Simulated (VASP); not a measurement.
Crystal: SiO2.

```
Si O
1.0
     4.19226    0.00000    0.00000
     0.00000    4.19226    0.00000
     0.00000    0.00000    2.68252
Si O
2 4
Direct
  0.00000 0.00000 0.00000
  0.50000 0.50000 0.50000
  0.30584 0.30584 0.00000
  0.19416 0.80584 0.50000
  0.69416 0.69416 0.00000
  0.80584 0.19416 0.50000
```

Base run:

| Quantity | Value |
| --- | --- |
| Program | VASP 6.6.1 |
| Functional | PBEsol |
| Potentials or basis | VASP PAW PBE potentials, release 64 (Si, O) |
| Cutoff | 700 eV |
| k mesh | 6 × 6 × 8 |
| Occupations | gaussian, width 0.02 eV |
| Spin | no spin polarisation |

Its results: band gap on the k mesh 5.34 eV, direct; pressure 0.0 GPa.

Q: The run is repeated on the same cell with these changes: functional from PBEsol to r2SCAN; cutoff from 700 eV to 520 eV. What comes out?

A: Band gap on the k mesh 6.33 eV, direct; pressure -2.7 GPa.

r2SCAN gives the wider gap, since meta-GGAs in the generalised Kohn-Sham scheme recover part of the derivative discontinuity.

Caveats: the PAW data sets were made with another functional, which shifts forces and pressure a little.

A k mesh can miss the band edges.

Not every run made on this cell is shown here.
